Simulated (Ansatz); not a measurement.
**Te: band structure with r2SCAN**

Te:

```xyz
3
Lattice="4.4540 0.0000 0.0000 -2.2270 3.8573 0.0000 0.0000 0.0000 5.9240" Properties=species:S:1:pos:R:3 pbc="T T T"
Te    1.6279    2.8197    0.0000
Te   -0.5991    1.0376    3.9493
Te    1.1981    0.0000    1.9747
```

```
Program                             : Ansatz 0.2.0
Task                                : band structure
Functional                          : r2SCAN
Potentials or basis                 : Ansatz PAW
Cutoff                              : 500 eV (not typed: the program's choice for these potentials)
k mesh                              : 7 × 7 × 5
Occupations                         : fermi-dirac, width 0.05 eV
Spin                                : no spin polarisation
Path                                : [["G", "M", "K", "G", "A", "L", "H", "A"], ["L", "M"], ["K", "H"]]
Points for each segment of the path : 14
```

- Pressure: 0.9 GPa
- Largest force: 0.089 eV/Å
- Band gap along the path: 0.34 eV, indirect (least direct gap 0.36 eV)

Forces in eV/Å, atoms in the order of the input:
```
Te   0.045  0.077  0.000
Te   0.045 -0.077  0.000
Te  -0.089  0.000  0.000
```

Levels at the corners of the path, in eV from the valence-band top:
| point | band 20 | band 21 | band 22 | band 23 | band 24 | band 25 | band 26 | band 27 | band 28 | band 29 |
| --- | --- | --- | --- | --- | --- | --- | --- | --- | --- | --- |
| Γ | -2.88 | -2.88 | -1.77 | -1.77 | -0.96 | 1.10 | 1.10 | 1.73 | 5.36 | 5.36 |
| M | -4.63 | -3.80 | -3.67 | -1.11 | -0.89 | 0.98 | 1.04 | 3.24 | 3.95 | 7.88 |
| K | -4.71 | -3.21 | -3.21 | -3.07 | -2.86 | 3.05 | 3.05 | 3.34 | 5.23 | 6.26 |
| Γ | -2.88 | -2.88 | -1.77 | -1.77 | -0.96 | 1.10 | 1.10 | 1.73 | 5.36 | 5.36 |
| A | -2.85 | -2.85 | -1.47 | -1.12 | -1.12 | 0.52 | 0.65 | 0.65 | 4.40 | 5.66 |
| L | -3.87 | -3.80 | -2.57 | -2.25 | -0.21 | 0.86 | 2.08 | 2.72 | 4.90 | 5.64 |
| H | -5.26 | -5.26 | -1.06 | -0.02 | -0.02 | 0.34 | 1.44 | 1.44 | 6.32 | 6.93 |
| A | -2.85 | -2.85 | -1.47 | -1.12 | -1.12 | 0.52 | 0.65 | 0.65 | 4.40 | 5.66 |
| L | -3.87 | -3.80 | -2.57 | -2.25 | -0.21 | 0.86 | 2.08 | 2.72 | 4.90 | 5.64 |
| M | -4.63 | -3.80 | -3.67 | -1.11 | -0.89 | 0.98 | 1.04 | 3.24 | 3.95 | 7.88 |
| K | -4.71 | -3.21 | -3.21 | -3.07 | -2.86 | 3.05 | 3.05 | 3.34 | 5.23 | 6.26 |
| H | -5.26 | -5.26 | -1.06 | -0.02 | -0.02 | 0.34 | 1.44 | 1.44 | 6.32 | 6.93 |

It took 28 s on 2 threads of Intel(R) Xeon(R) Processor @ 2.70GHz (shared host), peak memory 0.68 GiB.

Caveat: spin-orbit coupling is left out, which moves the levels of the heavy elements; the PAW data sets come from PBE, with cores solved anew for the run's functional, which leaves a small shift of forces and pressure.
